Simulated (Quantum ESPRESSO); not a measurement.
Al: equation of state with AM05+D4

**The experiment to reproduce.**

From “The interpretation of polycrystalline coherent inelastic neutron scattering from aluminium”, 2013, pmc:3831299, for a bulk crystal of Al: bulk modulus 76.9 GPa.

The system is Al.

```
Al
1.0
     0.00000    2.02481    2.02481
     2.02481    0.00000    2.02481
     2.02481    2.02481    0.00000
Al
1
Direct
  0.00000 0.00000 0.00000
```

| Quantity | Value |
| --- | --- |
| Program | Quantum ESPRESSO 7.5 |
| Task | equation of state |
| Functional | AM05 |
| Dispersion | D4 |
| Potentials or basis | PseudoDojo 0.4.1 SR PBE standard |
| Cutoff | 544 eV |
| Density cutoff | 2177 eV |
| k mesh | 11 × 11 × 11 |
| Occupations | fermi-dirac, width 0.05 eV |
| Spin | no spin polarisation |

The equilibrium volume is 15.75 Å³/atom and the bulk modulus is 93 GPa. The pressure derivative of the bulk modulus is 4.4.

Energy against volume, from the lowest point:
```csv
volume (Å³/atom),energy (meV/atom)
15.607,0.00
15.939,0.27
16.271,4.34
16.603,11.82
16.935,22.34
17.267,35.58
17.599,51.23
```

Wall time 24 s on 1 thread of Arm Neoverse V1, on a shared host, peak memory 0.08 GiB.

A measured bulk modulus of Al is 76.9 GPa (quoted in “The interpretation of polycrystalline coherent inelastic neutron scattering from aluminium”, 2013, pmc:3831299); the calculated 93 GPa misses it by +20.8 %. The fit is for a static lattice scaled at fixed shape and fixed fractional positions.

Caveat: the potentials were made for another functional, which shifts forces and pressure.
